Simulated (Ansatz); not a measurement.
Method: DFT, RPBE, plane waves (420 eV) with PAW, scalar-relativistic in Ansatz. (PAW data from PBE, frozen cores regenerated.)

An element in the bcc structure gives this curve. The cell is scaled uniformly from the relaxed one, with fractional coordinates and shape fixed. Energies are extrapolated to zero smearing, pressures are those at the given smearing. Magnetic state: spin not included.

```csv
V (Å³/atom),E − E₀ (meV/atom),P (GPa)
30.320,62.4,5.59
31.698,25.2,3.41
33.076,5.3,1.56
34.454,0.1,-0.01
35.832,7.3,-1.34
37.210,25.0,-2.48
38.589,51.6,-3.44
```

Question: Which element is it?
A. lanthanum
B. indium
C. sodium
D. yttrium

Answer: D. Its fit is V₀ = 34.30 Å³/atom, B₀ = 36 GPa, B₀′ = 3.2.
